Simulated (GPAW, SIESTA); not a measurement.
TePb: 4 runs at one level of theory

```
Pb Te
1.0
     0.00000    3.23100    3.23100
     3.23100    0.00000    3.23100
     3.23100    3.23100    0.00000
Pb Te
1 1
Direct
  0.00000 0.00000 0.00000
  0.50000 0.50000 0.50000
```

Alike in all runs: task single point; functional PBE; k mesh 7 × 7 × 7; occupations fermi-dirac, width 0.05 eV; no spin polarisation; no spin-orbit coupling. Pressure is positive in compression and, in plane waves, holds the error of the finite cutoff.

```
                                                                                   program and potentials  plane-wave cutoff (eV)                                                  notes  pressure (GPa)
                    SIESTA, files spms-pbe-1.0, DZP (energy shift 0.003 Ry; two zetas on semicore shells)                       -  atomic basis; 15 valence electrons an atom on average            2.53
                    SIESTA, files sg15-pbe-1.2, DZP (energy shift 0.003 Ry; two zetas on semicore shells)                       -  atomic basis; 15 valence electrons an atom on average            2.84
SIESTA, files PseudoDojo sr-pbe-0.4.1-standard, DZP (energy shift 0.003 Ry; two zetas on semicore shells)                       -  atomic basis; 15 valence electrons an atom on average            2.55
                                                               GPAW, GPAW PAW data sets (gpaw-data 1.2.1)                     600                10 valence electrons an atom on average            1.83
```

The pressure spans 1.83 (GPAW, GPAW PAW data sets (gpaw-data 1.2.1)) to 2.84 GPa (SIESTA, files sg15-pbe-1.2, DZP (energy shift 0.003 Ry; two zetas on semicore shells)). Rows in atomic bases carry the error of their basis and grid, which can be large.

The functional is the same throughout but for its coding, so the spread measures potentials, basis and numerics; runs on potential files found faulty are left out.
